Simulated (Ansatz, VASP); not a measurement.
## Mn: VASP beside Ansatz

File INCAR:

```
PREC = Accurate ; ENCUT = 520
EDIFF = 1E-6 ; ISMEAR = -1
SIGMA = 0.1 ; LREAL = F
LASPH = T ; NELM = 150
ALGO = Normal ; ISIF = 2
LWAVE = F ; LCHARG = F
ISPIN = 2 ; MAGMOM = 2.238 -2.238
LORBIT = 11 ; LMAXMIX = 4
GGA = PE ; NBANDS = 24
```

File KPOINTS:

```
Automatic mesh
0
Gamma
  6 6 6
```

The input POSCAR:

```
Mn
1.0
    0.0000000000      2.3731139295      2.3731139295
    2.3731139295      0.0000000000      2.3731139295
    2.3731139295      2.3731139295      0.0000000000
Mn
2
Direct
    0.0000000000      0.0000000000      0.0000000000
    0.5000000000      0.5000000000      0.5000000000
```

Input for Ansatz:

```yaml
crystal:
  lattice:
    - [0.0, 2.3731139295, 2.3731139295]
    - [2.3731139295, 0.0, 2.3731139295]
    - [2.3731139295, 2.3731139295, 0.0]
  atoms:
    - { symbol: Mn, position: [0.0, 0.0, 0.0], spin: 2.238 }
    - { symbol: Mn, position: [0.5, 0.5, 0.5], spin: -2.238 }
hamiltonian:
  xc: pbe
  pseudopotentials:
    kind: paw
    azcp:
      Mn: "pseudopotentials/Mn.paw.azcp"
basis:
  ecutwfc: 420
  fft_grid_basis: typed
kpoints:
  mp_grid: { grid: [6, 6, 6], shift: [0, 0, 0] }
magnetization:
  spin_polarized: true
scf:
  occupations: { method: fermi_dirac, width: 0.1 }
```

Alike in both runs: task single point; functional PBE; k mesh 6 × 6 × 6; occupations fermi-dirac, width 0.1 eV; collinear spin.

|  | VASP | Ansatz |
| --- | --- | --- |
| version | VASP 6.6.1 | Ansatz 0.2.0 |
| potentials or method | VASP PAW PBE potentials, release 64 (Mn_pv) | plane waves (420 eV) with PAW, scalar-relativistic |
| plane-wave cutoff (eV) | 520 | 420 |
| valence electrons in the cell | 26 | 30 |

|  | VASP | Ansatz | Ansatz less VASP |
| --- | --- | --- | --- |
| net moment per atom (μB) | 0.00 | 0.00 | 0.000 |
| size of the moment on the site where the two differ most (μB) | 2.31 | 2.18 | -0.121 |

Site moments also hang on the region over which each program counts them. The two sets of potentials don't hold the same shells in valence.

Caveats: the k mesh is coarse (spacing up to 0.38 Å⁻¹), so the values aren't converged.
